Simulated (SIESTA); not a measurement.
BAs:

```
As B
1.0
     0.00000    2.38850    2.38850
     2.38850    0.00000    2.38850
     2.38850    2.38850    0.00000
As B
1 1
Direct
  0.75000 0.75000 0.75000
  0.00000 0.00000 0.00000
```

Base run:

- Program: SIESTA 5.4.2
- Functional: RPBE
- Potentials or basis: PseudoDojo 0.4 standard (PBE files)
- Basis: DZP (energy shift 0.002 Ry)
- Grid cutoff: 500 Ry
- Energy shift: 0.002 Ry
- k mesh: 10 × 10 × 10
- Occupations: fermi-dirac, width 0.05 eV
- Spin: no spin polarisation

Its results: band gap on the k mesh 1.53 eV, indirect (least direct gap 3.43 eV); pressure 9.1 GPa.

Task: After a change of settings the same cell gave: band gap on the k mesh 1.42 eV, indirect (least direct gap 3.39 eV); pressure 3.1 GPa. Which change was it?
A. functional from RPBE to PBE; potentials or basis from PseudoDojo 0.4 standard (PBE files) to SG15 1.2 NC or PseudoDojo by element (PBE files); valence electrons from 18 to 8
B. functional from RPBE to PBE; basis from DZP (energy shift 0.002 Ry) to TZP (energy shift 0.002 Ry)
C. functional from RPBE to AM05; potentials or basis from PseudoDojo 0.4 standard (PBE files) to PseudoDojo 0.4 standard (PBEsol files)
D. functional from RPBE to PBE; basis from DZP (energy shift 0.002 Ry) to TZDP (energy shift 0.002 Ry)

Result: C.

Caveats: semicore shells carry a single zeta, which can move pressures by several GPa and volumes by a few percent; the potentials were made for another functional, which shifts forces and pressure; the basis of atomic orbitals isn't converged, which shifts pressures, moduli and gaps; the real-space grid breaks the cell's symmetry a little (some runs).

Not every run made on this cell is shown here.
